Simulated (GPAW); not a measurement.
Input of a GPAW 26.7.0 run:

File run.py:

```python
from ase.dft.bandgap import bandgap
from ase.io import read, write
from ase.units import GPa
from gpaw import GPAW, PW

atoms = read('NiO.cif')
atoms.set_initial_magnetic_moments([1.0, 0.0])

calc = GPAW(mode=PW(800),
            xc='LDA',
            kpts={'size': (8, 8, 8), 'gamma': True},
            occupations={'name': 'fermi-dirac', 'width': 0.05},
            setups={'Ni': '10'},
            nbands=-11,
            convergence={'density': 1e-05, 'energy': 1e-05},
            maxiter=150,
            txt='gpaw.txt')
atoms.calc = calc
energy = atoms.get_potential_energy()
forces = atoms.get_forces()
stress = atoms.get_stress()
calc.write('gs.gpw')
write('result.traj', atoms)
print(f'Energy: {energy:.6f} eV')
print('Forces (eV/A):')
print(forces.round(4))
print('Stress (GPa):', (stress / GPa).round(3))
print('Moments:', calc.get_magnetic_moments().round(3))
print('Fermi level:', round(calc.get_fermi_level(), 4), 'eV')
print(f'Gap: {bandgap(calc)[0]:.4f} eV, direct: {bandgap(calc, direct=True)[0]:.4f} eV')

path = atoms.cell.bandpath('GXWKGLUWLK,UX', npoints=80, eps=1e-4)
bs_calc = calc.fixed_density(kpts=path, symmetry='off', nbands=-18,
                             convergence={'bands': 'CBM+6.0', 'eigenstates': 1e-6}, txt='bands.txt')
bs = bs_calc.band_structure()
bs.write('bs.json')
print(f'Gap on the path: {bandgap(bs_calc)[0]:.4f} eV')
```

The input NiO.cif:

```cif
data_NiO
_cell_length_a 2.94991039
_cell_length_b 2.94991039
_cell_length_c 2.94991039
_cell_angle_alpha 60.00000000
_cell_angle_beta 60.00000000
_cell_angle_gamma 60.00000000
_space_group_name_H-M_alt 'P1'
_space_group_name_Hall 'P 1'
_space_group_IT_number 1
loop_
_space_group_symop_operation_xyz
'x,y,z'
loop_
_atom_site_label
_atom_site_type_symbol
_atom_site_symmetry_multiplicity
_atom_site_Wyckoff_symbol
_atom_site_fract_x
_atom_site_fract_y
_atom_site_fract_z
_atom_site_occupancy
Ni1 Ni 1 a 0.0000000000 0.0000000000 0.0000000000 1
O1 O 1 a 0.5000000000 0.5000000000 0.5000000000 1
```

Potentials or basis: the program's PAW data sets (release 1.2.1) made for this functional, other valence, pw.

The run is started by

```bash
$ OMP_NUM_THREADS=1 python run.py
```

Q: Predict the net moment.

A: 0.71 μB per cell.

Q: Estimate the site moments.

A: Ni +0.58; O +0.08 μB.

Q: Estimate the pressure.

A: -18.6 GPa.

Q: Predict the band gap along the path.

A: None (metal or under the smearing width).

Levels at the corners of the path, in eV from the Fermi level:
Spin up:
```
point  band 7  band 8  band 9  band 10
    Γ   -2.02   -2.02   -2.02     1.59
    X   -1.05   -0.91   -0.91     6.14
    W   -1.20   -0.91   -0.33     8.44
    K   -0.86   -0.85   -0.32     7.76
    Γ   -2.02   -2.02   -2.02     1.59
    L   -0.80    0.99    0.99     5.53
    U   -0.86   -0.85   -0.32     7.76
    W   -1.20   -0.91   -0.33     8.44
    L   -0.80    0.99    0.99     5.53
    K   -0.86   -0.85   -0.32     7.76
    U   -0.86   -0.85   -0.32     7.76
    X   -1.05   -0.91   -0.91     6.14
```
Spin down:
| point | band 5 | band 6 | band 7 | band 8 | band 9 | band 10 |
| --- | --- | --- | --- | --- | --- | --- |
| Γ | -1.62 | -1.61 | -1.61 | -1.23 | -1.22 | 1.73 |
| X | -2.66 | -0.80 | -0.46 | -0.45 | -0.23 | 6.32 |
| W | -0.90 | -0.90 | -0.45 | -0.37 | 0.40 | 8.65 |
| K | -1.52 | -0.60 | -0.42 | -0.09 | 0.40 | 7.94 |
| Γ | -1.62 | -1.61 | -1.61 | -1.23 | -1.22 | 1.73 |
| L | -0.73 | -0.73 | -0.37 | 1.65 | 1.65 | 5.62 |
| U | -1.52 | -0.60 | -0.42 | -0.09 | 0.40 | 7.94 |
| W | -0.90 | -0.90 | -0.45 | -0.37 | 0.40 | 8.65 |
| L | -0.73 | -0.73 | -0.37 | 1.65 | 1.65 | 5.62 |
| K | -1.52 | -0.60 | -0.42 | -0.09 | 0.40 | 7.94 |
| U | -1.52 | -0.60 | -0.42 | -0.09 | 0.40 | 7.94 |
| X | -2.66 | -0.80 | -0.46 | -0.45 | -0.23 | 6.32 |

Caveat: so large a pressure means that the cell lies far from this level's equilibrium, or that cutoff or potentials fall short; a cell with one magnetic atom can't hold antiferromagnetic order, which such compounds often take; semilocal functionals often make such compounds metallic where correlation or magnetic order opens a gap, which also shifts bond lengths.

**What was measured.**

From “Local correlations, non-local screening, multiplets, and band formation in NiO”, 2012, arxiv:1210.6675, for a bulk crystal of NiO: band gap 4.3 eV.

Against the measured gap of NiO, 4.3 eV (quoted in “Local correlations, non-local screening, multiplets, and band formation in NiO”, 2012, arxiv:1210.6675), the calculated 0.00 eV is off by -4.30 eV. So large a miss can be the level of theory's own, or it may mean another phase, state or a wrong row. The value is that of LDA, without temperature or zero-point motion. Semilocal functionals fall short of measured gaps as a rule. The run's magnetic order (collinear spin, ferromagnetic start) needn't be the measured crystal's.
